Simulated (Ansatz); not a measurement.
IrO2, DFT, PBE, all-electron LAPW, scalar-relativistic (Ansatz 0.2.0), run on 2 threads of Intel(R) Xeon(R) 6975P-C (Granite Rapids) on a shared host.

The cell comes from COD entry 1538153, which wasn't checked; take it as a given geometry. It is an old determination, and later ones may differ. The listed cell was then made from it by scaling, straining or moving an atom.

Command: `ansatz run input.yaml --threads 2 --pin off --max-ram 6144MiB --backend cpu --events-out ev --progress --plain --runs-dir out`

```yaml
crystal:
  lattice:
    - [4.36403, 0.0, 0.0]
    - [0.0, 4.36403, 0.0]
    - [0.0, 0.0, 3.146]
  atoms:
    - { symbol: Ir, position: [0.0, 0.0, 0.0] }
    - { symbol: Ir, position: [0.5, 0.5, 0.5] }
    - { symbol: O, position: [0.311, 0.311, 0.0] }
    - { symbol: O, position: [0.189, 0.811, 0.5] }
    - { symbol: O, position: [0.689, 0.689, 0.0] }
    - { symbol: O, position: [0.811, 0.189, 0.5] }
kpoints:
  mp_grid: { grid: [8, 8, 11] }
  band_path:
    path:
      - [0.0, 0.0, 0.0]
      - [0.0, 0.5, 0.0]
      - [0.5, 0.5, 0.0]
      - [0.0, 0.0, 0.0]
      - [0.0, 0.0, 0.5]
      - [0.0, 0.5, 0.5]
      - [0.5, 0.5, 0.5]
      - [0.0, 0.0, 0.5]
      - [0.0, 0.5, 0.0]
    npoints: 5
scf:
  occupations: { method: fermi_dirac, width: 0.05 }
hamiltonian:
  xc: pbe
  pseudopotentials: { kind: all_electron, lapw: { basis_error: 0.0005 } }
output:
  forces: true
  stress: true
  eigenvalues: true
```

(1) How large is the problem that the program sets up?

(2) About how long does it take, and how much memory does it use?

Results:

(1) 90 irreducible k-points, 1655 plane waves at Γ, 78 bands.

(2) 77 s of wall time for 8 SCF iterations, with a peak of 1.7 GiB. Times on shared machines scatter by tens of per cent.
